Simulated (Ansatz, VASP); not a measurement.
## InP: VASP beside Ansatz

```xyz
2
Lattice="0.0000 3.0247 2.9800 3.0247 0.0000 2.9800 3.0247 3.0247 0.0000" Properties=species:S:1:pos:R:3 pbc="T T T"
In    0.0000    0.0000    0.0000
P     4.5371    4.5371    4.4701
```

Change from the starting cell: strain +0.015 along x and y, +0.000 along z, atoms carried along.

Alike in both runs: task single point; functional PBE; k mesh 10 × 10 × 10; occupations gaussian, width 0.05 eV; no spin polarisation.

|  | VASP | Ansatz |
| --- | --- | --- |
| version | VASP 6.6.1 | Ansatz 0.2.0 |
| potentials or method | VASP PAW PBE potentials, release 64 (In_d, P) | scalar-relativistic, plane waves, PAW |
| plane-wave cutoff (eV) | 520 | 420 |
| valence electrons in the cell | 18 | 18 |

```csv
,VASP,Ansatz,Ansatz less VASP
gap on the k mesh at the Fermi level (eV),0.23,0.23,+0.003
least direct gap on the mesh (eV),0.23,0.23,+0.003
pressure (GPa),-1.7,-1.7,+0.04
largest component of the traceless stress (GPa),0.40,0.40,0.000
```

Caveats: spin-orbit coupling is left out, which moves the levels of the heavy elements.
